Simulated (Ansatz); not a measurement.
Zr: the change of pressure with volume scale

Results calculated with Ansatz 0.2.0, not measured. Periodic Kohn-Sham DFT of a crystal at fixed atoms, scaled to volume_scale times the given cell; pressure positive in compression, energy less spherical unpolarised free atoms, largest_vzz the field gradient of largest size among the nuclei.

The cell before it is scaled or strained (space group Im-3m, No. 229):
```
cell vectors (Å)
  -1.8100     1.8100     1.8100
   1.8100    -1.8100     1.8100
   1.8100     1.8100    -1.8100
atoms (fractions of the cell vectors)
Zr  0.00000  0.00000  0.00000
```

Settings of every row: method all-electron PAW; functional PBEsol; relativity scalar; k mesh 14x14x14; filling fermi-dirac; smearing width 0.08 eV; nucleus gaussian.

Atom start moment: 0 on all atoms.

| row | volume scale | V (Å³/atom) | pressure (GPa) |
| --- | --- | --- | --- |
| 1 | 0.94 | 22.296 | -1.829 |
| 2 | 0.95 | 22.533 | -2.726 |
| 3 | 0.96 | 22.77 | -3.585 |
| 4 | 0.98 | 23.245 | -5.194 |
| 5 | 0.99 | 23.482 | -5.947 |
| 6 | 1 | 23.719 | -6.667 |
| 7 | 1.01 | 23.956 | -7.357 |
| 8 | 1.02 | 24.193 | -8.017 |
| 9 | 1.04 | 24.668 | -9.252 |
| 10 | 1.05 | 24.905 | -9.829 |
| 11 | 1.06 | 25.142 | ? |

Question: what pressure should row 11 give?

Worked fit of pressure. Take u = (V_r/V)^(2/3) − 1 with V_r = 23.601 Å³ an atom, which is twice the finite (Eulerian) strain; such expansions in the strain, on which the Birch-Murnaghan equation of state is built, carry the rest volume and the bulk modulus. The shown rows have u = 0.03865, 0.03135, 0.02418, 0.01018, 0.00338, -0.00332, -0.0099, -0.01638, -0.02905, -0.03522. Least squares give pressure = −6.3129 + 107.55 × u + 219 × u² GPa; a straight line predicts inner rows, each left out in turn, worse (root mean square 0.1 against 0.00098 GPa). The rows lie off it by 0.000, 0.000, -0.001, 0.001, 0.000, 0.001, -0.001, -0.001, 0.000, 0.000. The withheld row has u = -0.04129, so the fit gives −6.3129 + 107.55 × (-0.04129) + 219 × (-0.04129)² = -10.380 GPa.

The calculation gave -10.381 GPa. The fit lies 0.001 GPa (0.012 % of the column's range) above it, one unit of the last digit. This row lies beyond the range of the fit.
